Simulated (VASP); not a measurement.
# PbF2 (Fluorocronite) (Fm-3m) in VASP: further runs

One crystal, PbF2 (Fluorocronite), is run at these levels: r2SCAN, PBE; tasks: band structure.

Program: VASP 6.6.1. These are calculated values, not measurements. Logs are shortened: lines on timing, memory, paths and dates and some standing lists are left out, and cuts for length are marked.

**1. The structure**

The structure is cubic, space group Fm-3m (No. 225). Conventional cell: a = 5.892 Å, b = 5.892 Å, c = 5.892 Å, α = 90.00°, β = 90.00°, γ = 90.00°. Pb (site symmetry m-3m) is surrounded by 8 F at 2.55 Å. F (site symmetry -43m) is surrounded by 4 Pb at 2.55 Å.

**2. Band structure, r2SCAN**

File INCAR:

```
PREC = Accurate
ENCUT = 520
EDIFF = 1E-6
ISMEAR = 0
SIGMA = 0.03
LREAL = F
LASPH = T
NELM = 80
ALGO = Normal
ISIF = 2
LWAVE = F
LCHARG = F
METAGGA = R2SCAN
LMIXTAU = T
KPAR = 2
```

File KPOINTS:

```
Automatic mesh
0
Gamma
  8 8 8
```

File POSCAR:

```
PbF2                                    
1.0
    0.0000000000      2.9462119385      2.9462119385
    2.9462119385      0.0000000000      2.9462119385
    2.9462119385      2.9462119385      0.0000000000
  Pb              F             
     1     2
Direct
     0.0000000000000000    0.0000000000000000    0.0000000000000000
     0.2500000000000000    0.2500000000000000    0.2500000000000000
     0.7500000000000000    0.7500000000000000    0.7500000000000000
```

File KPOINTS_OPT:

```
explicit points
252
Reciprocal
 0.0000000000  0.0000000000  0.0000000000 1
 0.0357142857  0.0000000000  0.0357142857 1
 0.0714285714  0.0000000000  0.0714285714 1
 0.1071428571  0.0000000000  0.1071428571 1
 0.1428571429  0.0000000000  0.1428571429 1
 0.1785714286  0.0000000000  0.1785714286 1
[... 244 lines left out ...]
 0.4883264900  0.0116735100  0.5000000000 1
 0.5116735100 -0.0116735100  0.5000000000 1
```

Potentials or basis: VASP PAW PBE potentials, release 64 (Pb_d, F).

The run is started by

```
$ cat potpaw_PBE.64/Pb_d/POTCAR potpaw_PBE.64/F/POTCAR > POTCAR
$ mpirun -np 2 vasp_std > vasp.out
```

OUTCAR:

```text
PREC = Accurate
   ENCUT = 520
   EDIFF = 1E-6
   ISMEAR = 0
   LREAL = F
   LASPH = T
   NELM = 80
   ISIF = 2
   METAGGA = R2SCAN

 ion  position               nearest neighbor table
   1  0.000  0.000  0.000-   3 2.55   3 2.55   3 2.55   2 2.55   3 2.55   2 2.55   2 2.55   2 2.55

   2  0.250  0.250  0.250-   1 2.55   1 2.55   1 2.55   1 2.55
   3  0.750  0.750  0.750-   1 2.55   1 2.55   1 2.55   1 2.55

  LATTYP: Found a face centered cubic cell.
 ALAT       =     5.8924238770

  Lattice vectors:

 A1 = (   0.0000000000,   2.9462119385,   2.9462119385)
 A2 = (   2.9462119385,   0.0000000000,   2.9462119385)
 A3 = (   2.9462119385,   2.9462119385,   0.0000000000)

Analysis of symmetry for initial positions (statically):
=====================================================================
 Subroutine PRICEL returns:
 Original cell was already a primitive cell.

 Routine SETGRP: Setting up the symmetry group for a
 face centered cubic supercell.

 Subroutine GETGRP returns: Found 48 space group operations
 (whereof 48 operations were pure point group operations)
 out of a pool of 48 trial point group operations.

The static configuration has the point symmetry O_h .

Analysis of symmetry for dynamics (positions and initial velocities):
=====================================================================
 Subroutine PRICEL returns:
 Original cell was already a primitive cell.

 Routine SETGRP: Setting up the symmetry group for a
 face centered cubic supercell.

 Subroutine GETGRP returns: Found 48 space group operations
 (whereof 48 operations were pure point group operations)
 out of a pool of 48 trial point group operations.

The dynamic configuration has the point symmetry O_h .

 Subroutine INISYM returns: Found 48 space group operations
 (whereof 48 operations are pure point group operations),
 and found     1 'primitive' translations

----------------------------------------------------------------------------------------

                                     Primitive cell

  volume of cell :      51.1472

  direct lattice vectors                    reciprocal lattice vectors
     0.000000000  2.946211938  2.946211938    -0.169709447  0.169709447  0.169709447
     2.946211938  0.000000000  2.946211938     0.169709447 -0.169709447  0.169709447
     2.946211938  2.946211938  0.000000000     0.169709447  0.169709447 -0.169709447

  length of vectors
     4.166572881  4.166572881  4.166572881     0.293945385  0.293945385  0.293945385

  position of ions in fractional coordinates (direct lattice)
     0.000000000  0.000000000  0.000000000
     0.250000000  0.250000000  0.250000000
     0.750000000  0.750000000  0.750000000

  ion indices of the primitive-cell ions
   primitive index   ion index
                 1           1
                 2           2
                 3           3

----------------------------------------------------------------------------------------

 KPOINTS: Automatic mesh

Automatic generation of k-mesh.
 Grid dimensions read from file:
 generate k-points for:    8    8    8

 Generating k-lattice:

  Cartesian coordinates                     Fractional coordinates (reciprocal lattice)
    -0.021213681  0.021213681  0.021213681     0.125000000  0.000000000  0.000000000
     0.021213681 -0.021213681  0.021213681     0.000000000  0.125000000  0.000000000
     0.021213681  0.021213681 -0.021213681     0.000000000  0.000000000  0.125000000

  Length of vectors
     0.036743173  0.036743173  0.036743173

  Shift w.r.t. Gamma in fractional coordinates (k-lattice)
     0.000000000  0.000000000  0.000000000

 Subroutine IBZKPT returns following result:
 ===========================================

 Found     29 irreducible k-points:

 Following reciprocal coordinates:
            Coordinates               Weight
  0.000000  0.000000  0.000000      1.000000
  0.125000  0.000000  0.000000      8.000000
  0.250000  0.000000  0.000000      8.000000
  0.375000  0.000000  0.000000      8.000000
  0.500000  0.000000  0.000000      4.000000
  0.125000  0.125000  0.000000      6.000000
[... 16 lines left out ...]
  0.500000  0.250000  0.125000     48.000000
 -0.375000  0.250000  0.125000     24.000000
 [... further k-points ...]
   k-points           NKPTS =     29   k-points in BZ     NKDIM =     29   number of bands    NBANDS=     18
   number of dos      NEDOS =    301   number of ions     NIONS =      3
   total plane-waves  NPLWV =  32768
   dimension x,y,z NGX =    32 NGY =   32 NGZ =   32
   dimension x,y,z NGXF=    64 NGYF=   64 NGZF=   64
   ions per type =               1   2
   NGX,Y,Z   is equivalent  to a cutoff of  12.77, 12.77, 12.77 a.u.
   NGXF,Y,Z  is equivalent  to a cutoff of  25.54, 25.54, 25.54 a.u.
 SYSTEM =  unknown system
   PREC   = accura    normal or accurate (medium, high low for compatibility)
   ISTART =      0    job   : 0-new  1-cont  2-samecut
   ICHARG =      2    charge: 1-file 2-atom 10-const
   ISPIN  =      1    spin polarized calculation?
   LNONCOLLINEAR =      F non collinear calculations
   LSORBIT =      F    spin-orbit coupling
   LASPH  =      T    aspherical Exc in radial PAW
   ENCUT  =  520.0 eV  38.22 Ry    6.18 a.u.   7.75  7.75  7.75*2*pi/ulx,y,z
   NELM   =     80;   NELMIN=  2; NELMDL= -5     # of ELM steps
   EDIFF  = 0.1E-05   stopping-criterion for ELM
   LREAL  =      F    real-space projection
   EDIFFG = 0.1E-04   stopping-criterion for IOM
   NSW    =      0    number of steps for IOM
   IBRION =     -1    ionic relax: 0-MD 1-quasi-New 2-CG
   NFREE  =      0    steps in history (QN), initial steepest desc. (CG)
   ISIF   =      2    stress and relaxation
   ISYM   =      2    0-nonsym 1-usesym 2-fastsym
   POTIM  = 0.5000    time-step for ionic-motion
   TEBEG  =    0.0;   TEEND  =   0.0 temperature during run
   PSTRESS=    0.0 pullay stress
   NELECT =      28.0000    total number of electrons
   NUPDOWN=      -1.0000    fix difference up-down
   EMIN   =  10.00;   EMAX   =-10.00  energy-range for DOS
   EFERMI =   0.00;   METHOD = LEGACY
   ISMEAR =     0;   SIGMA  =   0.03  broadening in eV -4-tet -1-fermi 0-gaus
   EFERMI_NEDOS =   21; number of points for ismear=-14 and -15
   IALGO  =     38    algorithm
   IMIX   =      4    mixing-type and parameters
     AMIX     =   0.40;   BMIX     =  1.00
     AMIX_MAG =   1.60;   BMIX_MAG =  1.00
  volume/ion in A,a.u.               =      17.05       115.05
  Fermi-wavevector in a.u.,A,eV,Ry     =   1.339225  2.530768 24.402367  1.793523
  Thomas-Fermi vector in A             =   2.467633
   LORBIT       =      0    0 simple, 1 ext, 2 COOP (PROOUT), +10 PAW based schemes
   METAGGA = R2SCAN    functional components
   LHFCALC =     F    Hartree Fock is set to
   AEXX    =    0.0000 exact exchange contribution
   IVDW    =     0    specifies the selected vdW correction
   LEPSILON=     F    determine dielectric tensor
   LRPA    =     F    only Hartree local field effects (RPA)
 non-spin polarized calculation
 Gauss-broadening in eV      SIGMA  =   0.03
  energy-cutoff  :      520.00
  volume of cell :       51.15
 maximum number of plane-waves:      1411
   NGX = 15   NGY = 15   NGZ = 15

 number of electron      27.9999995 magnetization

 Free energy of the ion-electron system (eV)
  ---------------------------------------------------
  ext. energy  EPLUGINS =         0.00000000
  ---------------------------------------------------
  free energy    TOTEN  =       -70.15784127 eV

  energy without entropy =      -70.15784127  energy(sigma->0) =      -70.15784127

 E-fermi :   1.8966     XC(G=0): -10.1055

 val. band max:        1.7376921070   @ k =  -0.2500   0.5000   0.2500
 cond. band min:       6.6632783162   @ k =   0.5000   0.5000   0.0000
 fundamental gap:      4.9255862092
 Fermi energy:         1.8965653159

 k-point     1 :       0.0000    0.0000    0.0000
  band No.  band energies     occupation
      1     -20.8049      2.00000
      2     -20.1848      2.00000
      3     -13.1572      2.00000
      4     -13.1572      2.00000
      5     -13.1572      2.00000
      6     -13.0992      2.00000
[... 10 lines left out ...]
     17       9.0511      0.00000
     18      12.4573      0.00000

 k-point     2 :       0.1250    0.0000    0.0000
  band No.  band energies     occupation
      1     -20.7746      2.00000
      2     -20.2117      2.00000
      3     -13.1505      2.00000
      4     -13.1505      2.00000
      5     -13.1241      2.00000
      6     -13.0992      2.00000
[... 10 lines left out ...]
     17       9.1886      0.00000
     18      13.4650      0.00000

 k-point     3 :       0.2500    0.0000    0.0000
  band No.  band energies     occupation
      1     -20.6960      2.00000
      2     -20.2816      2.00000
      3     -13.1407      2.00000
      4     -13.1407      2.00000
      5     -13.0926      2.00000
      6     -13.0926      2.00000
[... 10 lines left out ...]
     17       9.5284      0.00000
     18      14.8856      0.00000

 k-point     4 :       0.3750    0.0000    0.0000
  band No.  band energies     occupation
      1     -20.5942      2.00000
      2     -20.3729      2.00000
      3     -13.1402      2.00000
      4     -13.1402      2.00000
      5     -13.0765      2.00000
      6     -13.0765      2.00000
[... 375 lines left out ...]
      4     -13.1148      2.00000
      5     -13.1049      2.00000
      6     -13.0730      2.00000
[... 10 lines left out ...]
     17       9.7615      0.00000
     18      13.6679      0.00000

 k-point    23 :       0.5000    0.2500    0.1250
  band No.  band energies     occupation
      1     -20.5600      2.00000
      2     -20.3980      2.00000
      3     -13.1222      2.00000
      4     -13.1118      2.00000
      5     -13.0851      2.00000
      6     -13.0497      2.00000
[... 10 lines left out ...]
     17       9.9908      0.00000
     18      13.1503      0.00000

 k-point    24 :      -0.3750    0.2500    0.1250
  band No.  band energies     occupation
      1     -20.4936      2.00000
      2     -20.4597      2.00000
      3     -13.1225      2.00000
      4     -13.1138      2.00000
      5     -13.0722      2.00000
      6     -13.0408      2.00000
[... 10 lines left out ...]
     17      10.0739      0.00000
     18      12.9531      0.00000

 [... further k-points ...]

------------------------ aborting loop because EDIFF is reached ----------------------------------------

  FORCE on cell =-STRESS in cart. coord.  units (eV):
  Direction    XX          YY          ZZ          XY          YZ          ZX
  --------------------------------------------------------------------------------------
  -------------------------------------------------------------------------------------
  Total        0.3551897      0.3551897      0.3551897     -0.0000000     -0.0000000      0.0000000
  in kB       11.1262533     11.1262533     11.1262533     -0.0000000     -0.0000000      0.0000000
  external PRESSURE =      11.1262533 kB  Pullay stress =       0.0000000 kB

 VOLUME and BASIS-vectors are now :
 -----------------------------------------------------------------------------
  energy-cutoff  :      520.00
  volume of cell :       51.15
      direct lattice vectors                 reciprocal lattice vectors
     0.000000000  2.946211938  2.946211938    -0.169709447  0.169709447  0.169709447
     2.946211938  0.000000000  2.946211938     0.169709447 -0.169709447  0.169709447
     2.946211938  2.946211938  0.000000000     0.169709447  0.169709447 -0.169709447

 POSITION                                       TOTAL-FORCE (eV/Angst)
 -----------------------------------------------------------------------------------
      0.00000      0.00000      0.00000         0.000000     -0.000000      0.000000
      1.47311      1.47311      1.47311        -0.000000     -0.000000     -0.000000
      4.41932      4.41932      4.41932         0.000000      0.000000      0.000000
 -----------------------------------------------------------------------------------
    total drift:                                0.000000     -0.000000      0.000000

  FREE ENERGIE OF THE ION-ELECTRON SYSTEM (eV)
  ---------------------------------------------------
  free  energy   TOTEN  =       -70.1578412680 eV

  energy  without entropy=      -70.1578412680  energy(sigma->0) =      -70.15784127
```

It took 3.7 min on 2 MPI ranks of Intel Xeon Platinum 8488C (Sapphire Rapids), shared host; peak memory 0.19 GiB.

Results:

- Free energy: -70.1578 eV
- Pressure: 1.1 GPa
- Band gap on the k mesh: 4.93 eV, indirect (least direct gap 5.07 eV)
- Band gap along the path: 4.93 eV, indirect (least direct gap 5.07 eV)

Levels at the corners of the path, in eV from the valence-band top:
```
point  band 12  band 13  band 14  band 15  band 16  band 17
    Γ    -2.26    -2.26    -2.26     7.31     7.31     7.31
    X    -1.84    -1.84    -0.15     4.93     8.51     8.51
    X    -1.84    -1.84    -0.15     4.93     8.51     8.51
    W    -1.90    -1.77     0.00     6.60     6.60     7.89
    W    -1.90    -1.77     0.00     6.60     6.60     7.89
    K    -1.99    -1.85    -0.04     5.84     7.12     8.51
    K    -1.99    -1.85    -0.04     5.84     7.12     8.51
    Γ    -2.26    -2.26    -2.26     7.31     7.31     7.31
    Γ    -2.26    -2.26    -2.26     7.31     7.31     7.31
    L    -2.44    -2.44    -0.07     5.37     8.29     8.29
    L    -2.44    -2.44    -0.07     5.37     8.29     8.29
    U    -1.99    -1.85    -0.04     5.84     7.12     8.51
    U    -1.99    -1.85    -0.04     5.84     7.12     8.51
    W    -1.90    -1.77     0.00     6.60     6.60     7.89
    W    -1.90    -1.77     0.00     6.60     6.60     7.89
    L    -2.44    -2.44    -0.07     5.37     8.29     8.29
    L    -2.44    -2.44    -0.07     5.37     8.29     8.29
    K    -1.99    -1.85    -0.04     5.84     7.12     8.51
    U    -1.99    -1.85    -0.04     5.84     7.12     8.51
    X    -1.84    -1.84    -0.15     4.93     8.51     8.51
```

Caveat: the PAW data sets were made with another functional, which shifts forces and pressure a little; spin-orbit coupling is left out, which as a rule narrows the gap of such compounds by several tenths of an eV. r2SCAN opens gaps a little over a GGA but as a rule still falls short of measured ones.

**3. Band structure, PBE, spin-orbit coupling, no magnetisation**

Edit INCAR of step 2 so:

```diff
@@ -12,4 +12,7 @@
 LCHARG = F
-METAGGA = R2SCAN
-LMIXTAU = T
+MAGMOM = 0 0 0 0 0 0 0 0 0
+LORBIT = 11
+LSORBIT = T
+GGA_COMPAT = F
+GGA = PE
 KPAR = 2
```

File KPOINTS:

```
Automatic mesh
0
Gamma
  6 6 6
```

POSCAR is that of step 2.

KPOINTS_OPT is that of step 2.

Potentials or basis: VASP PAW PBE potentials, release 64 (Pb_d, F).

The run is started by

```
$ cat potpaw_PBE.64/Pb_d/POTCAR potpaw_PBE.64/F/POTCAR > POTCAR
$ mpirun -np 2 vasp_ncl > vasp.out
```

It took 6.4 min on 2 MPI ranks of Intel Xeon Platinum 8488C (Sapphire Rapids), shared host; peak memory 0.31 GiB.

The run converged. Its results:

```
Free energy                                           : -14.5892 eV
Pressure                                              : 3.8 GPa
Valence electrons inside the program's atomic spheres : Pb 11.73; F 6.07
```
